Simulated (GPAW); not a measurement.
Write an ASE script for GPAW 26.7.0 that does the following.

| Property | Result |
| --- | --- |
| Task | optical spectrum |
| Functional | PBE |
| Potentials or basis | GPAW PAW data sets (gpaw-data 1.2.1) |
| Cutoff | 450 eV |
| Basis | pw |
| k mesh | 9 × 9 × 8 |
| Occupations | fermi-dirac, width 0.05 eV |
| Spin | no spin polarisation |
| Eta | 0.1 eV |
| Response ecut | 50 eV |
| Scissors | 0 eV |
| Kernel | RPA |
| Maxiter | 150 |
| Response k mesh | 13 × 13 × 12 |
| Domega0 | 0.05 eV |
| Omega2 | 10 eV |
| Response bands | 16 |
| Directions | ["x", "y", "z"] |
| Intraband | yes |

The structure of Hf lies in Hf.xyz:

```xyz
1
Lattice="0.1200598503 2.3585693730 2.0060184519 2.3364585227 0.1256248633 2.0004534289 2.4659789957 2.4825248331 -0.0038956098" Properties=species:S:1:pos:R:3 pbc="T T T"
Hf     0.0000000000      0.0000000000      0.0000000000
```

This isn't the form of Hf at room conditions, which is hcp.

The cell isn't the ideal one: cell sheared at random, sigma 0.06, atoms nudged by 0.01 Å.

These files were run (other wordings do the same):

run.py

```python
from ase.dft.bandgap import bandgap
from ase.io import read, write
from gpaw import GPAW, PW
from gpaw.response.df import DielectricFunction

atoms = read('Hf.xyz')

calc = GPAW(mode=PW(450),
            xc='PBE',
            kpts={'size': (9, 9, 8), 'gamma': True},
            occupations={'name': 'fermi-dirac', 'width': 0.05},
            nbands=14,
            convergence={'density': 1e-06},
            maxiter=150,
            txt='gpaw.txt')
atoms.calc = calc
energy = atoms.get_potential_energy()
calc.write('gs.gpw')
write('result.traj', atoms)
print(f'Energy: {energy:.6f} eV')
print('Fermi level:', round(calc.get_fermi_level(), 4), 'eV')
print(f'Gap: {bandgap(calc)[0]:.4f} eV, direct: {bandgap(calc, direct=True)[0]:.4f} eV')

dense = calc.fixed_density(kpts={'size': (13, 13, 12), 'gamma': True},
                           nbands=22, convergence={'bands': 16, 'eigenstates': 1e-7},
                           update_fermi_level=True, txt='dense.txt')
dense.write('dense.gpw', mode='all')

df = DielectricFunction('dense.gpw', frequencies={'type': 'nonlinear', 'domega0': 0.05, 'omega2': 10},
                        eta=0.1, ecut=50, nbands=16, rate='eta', txt='df.txt')
for direction in ['x', 'y', 'z']:
    df.get_dielectric_function(xc='RPA', direction=direction, filename=f'df_{direction}.csv')
```

Potentials or basis: GPAW PAW data sets (gpaw-data 1.2.1), pw.

Run with:

```console
$ OMP_NUM_THREADS=1 python run.py
```

It gave:

The band gap on the k mesh is none (metal or under the smearing width).

Caveat: the intraband term hangs on this k mesh; the long-wavelength limit can be off by several per cent where d states take part; independent-particle spectra lack excitons.

Run time: 2.4 min on 1 thread of Arm Neoverse V2 (shared host), peak memory 0.57 GiB.
